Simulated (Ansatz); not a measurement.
# Zr: response to strain

Aim: deform Zr (equal xx and yy strain of +3 %) and compute stress, forces and field gradients with LAPW, PAW and all-electron datasets made for the crystal.

Computed with Ansatz 0.2.0 (DFT PBE, scalar-relativistic, unless a step's input says otherwise).

### 1 The structure to begin with

Symmetry: Im-3m, No. 229, cubic system. The conventional cell has a = 3.620 Å, b = 3.620 Å, c = 3.620 Å, α = 90.00°, β = 90.00°, γ = 90.00°. Around Zr (site symmetry m-3m) lie 8 Zr at 3.14 Å.

Coordinates:

```
Zr
1.0
    -1.81000    1.81000    1.81000
     1.81000   -1.81000    1.81000
     1.81000    1.81000   -1.81000
Zr
1
Direct
  0.00000 0.00000 0.00000
```

### 2 The deformed structure

Space group Im-3m before, I4/mmm after.

### 3 Full-potential LAPW

Input file input.yaml:

```yaml
crystal:
  lattice:
    - [-1.8643, 1.8643, 1.81]
    - [1.8643, -1.8643, 1.81]
    - [1.8643, 1.8643, -1.81]
  atoms:
    - { symbol: Zr, position: [0.0, 0.0, 0.0] }
kpoints:
  mp_grid: { grid: [14, 14, 14] }
  band_path:
    path:
      - [0.0, 0.0, 0.0]
      - [0.0, 0.0, 0.5]
      - [-0.5, 0.5, 0.5]
      - [0.0, 0.0, 0.0]
      - [0.4856489773, 0.4856489773, -0.4856489773]
      - [-0.4856489773, 0.5143510227, 0.4856489773]
      - [-0.5, 0.5, 0.5]
      - [0.0, 0.0, 0.5]
      - [0.25, 0.25, 0.25]
    npoints: 5
scf:
  occupations: { method: fermi_dirac, width: 0.08 }
hamiltonian:
  xc: pbe
  pseudopotentials: { kind: all_electron, lapw: { basis_error: 0.0005 } }
output:
  forces: true
  stress: true
  eigenvalues: true
```

Started as:

```bash
$ ansatz run input.yaml --threads 1 --pin off --max-ram 3072MiB --backend cpu --events-out ev --progress --plain --runs-dir out
```

### 4 PAW on the default files

Input file input.yaml:

```yaml
crystal:
  lattice:
    - [-1.8643, 1.8643, 1.81]
    - [1.8643, -1.8643, 1.81]
    - [1.8643, 1.8643, -1.81]
  atoms:
    - { symbol: Zr, position: [0.0, 0.0, 0.0] }
kpoints:
  mp_grid: { grid: [14, 14, 14] }
scf:
  occupations: { method: fermi_dirac, width: 0.08 }
hamiltonian:
  xc: pbe
  pseudopotentials: { kind: paw }
output:
  forces: true
  stress: true
  eigenvalues: true
  efg: { contact_densities: true }
  write_density: true
  write_potential: true
  elf: true
  volumetric_format: npy
```

### 5 All-electron PAW on datasets made for the crystal

Changes to input.yaml since step 4:

```diff
@@ -13,3 +13,3 @@
   xc: pbe
-  pseudopotentials: { kind: paw }
+  pseudopotentials: { kind: all_electron, datasets: crystal }
 output:
@@ -19,5 +19 @@
   efg: { contact_densities: true }
-  write_density: true
-  write_potential: true
-  elf: true
-  volumetric_format: npy
```

(Steps that only read results are left out.)

Q: Predict the outcome of this session. Wanted: pressure; largest shear or deviatoric stress.

**Answer**, as computed:

| quantity | value |
| --- | --- |
| pressure | LAPW -7.14, PAW -7.16, crystal datasets -7.14 GPa |
| largest shear or deviatoric stress (LAPW) | 0.37 GPa |

**Reading.** The largest part of the stress beyond the pressure is 0.37 GPa in size, in the zz component. No run of the undeformed cell stands beside it, so the pressure holds what the given cell had before the change. PAW: stress within 0.02 GPa of LAPW. Crystal datasets: stress within 0.01 GPa of LAPW.
